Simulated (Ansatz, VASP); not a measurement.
CsPbBr3 in VASP and in Ansatz

```xyz
10
Lattice="0.0000 5.9486 5.9486 5.9486 0.0000 5.9486 5.9486 5.9486 0.0000" Properties=species:S:1:pos:R:3 pbc="T T T"
Cs    0.0000    0.0000    0.0000
Cs    5.9486    5.9486    5.9486
Pb    2.9743    2.9743    2.9743
Pb    8.9229    8.9229    8.9229
Br    2.9743    2.9743    0.0000
Br    2.9743    2.9743    5.9486
Br    2.9743    0.0000    2.9743
Br    2.9743    5.9486    2.9743
Br    0.0000    2.9743    2.9743
Br    5.9486    2.9743    2.9743
```

Alike in both runs: task electric field gradients; functional PBE; k mesh 3 × 3 × 3; no spin polarisation.

|  | VASP | Ansatz |
| --- | --- | --- |
| version | VASP 6.6.1 | Ansatz 0.2.0 |
| potentials or method | VASP PAW PBE potentials, release 64 (Cs_sv, Pb_d, Br) | plane-wave PAW, scalar-relativistic |
| plane-wave cutoff (eV) | 520 | 420 |
| occupations | gaussian, width 0.01 eV | fixed |
| valence electrons in the cell | 88 | 88 |

|  | VASP | Ansatz | Ansatz less VASP |
| --- | --- | --- | --- |
| gap on the k mesh at the Fermi level (eV) | 1.69 | 1.68 | -0.006 |
| Vzz of the field gradient on the site that differs most (V/Å²) | 200.2 | 209.5 | +9.27 |

Ansatz warned: «gradients_without_spin_orbit».

Caveats: spin-orbit coupling is left out, which as a rule narrows the gap of such compounds by several tenths of an eV; an odd mesh through Γ misses points on the zone boundary, where band edges often lie.
